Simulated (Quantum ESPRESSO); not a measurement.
In under changes of volume

One of the cells (26.540 Å³/atom); the others are scaled copies at fixed shape and fractional positions:

```
In
1.0
     3.33548    0.00000    0.00000
    -1.66774    2.88861    0.00000
     0.00000    0.00000    5.50914
In
2
Direct
  0.66667 0.33333 0.75000
  0.33333 0.66667 0.25000
```

This isn't the form of In at room conditions, which is tetragonal.

* Program: Quantum ESPRESSO 7.5
* Functional: PBEsol
* Potentials or basis: GBRV 1.5 PBEsol
* Cutoff: 762 eV
* Density cutoff: 6095 eV
* k mesh: 9 × 9 × 5
* Occupations: fermi-dirac, width 0.05 eV
* Spin: no spin polarisation

| volume (Å³/atom) | energy over the lowest point (meV/atom) | pressure (GPa) |
| --- | --- | --- |
| 24.948 | 2.46 | 1.1 |
| 25.478 | 0.00 | 0.1 |
| 26.009 | 0.75 | -0.8 |
| 26.540 | 4.27 | -1.6 |
| 27.071 | 10.13 | -2.2 |
| 27.602 | ? | ? |
| 28.133 | 27.20 | -3.2 |

**Question.** What does the run at 27.602 Å³/atom give?

**Answer.** Energy over the lowest point 17.88 meV/atom; pressure -2.7 GPa.

Worked out: A Birch-Murnaghan fit of order 3 (a polynomial in V^(-2/3)) to the other rows has its minimum at 25.61 Å³/atom with B0 = V·E''(V) = 46 GPa and B' = 7.2 at fixed shape and positions, which overstates the stiffness. It gives 17.87 meV/atom at 27.602 Å³/atom, against the run's 17.88, and -dE/dV = -2.6 GPa, against -2.7.

Energies are extrapolated to zero smearing.
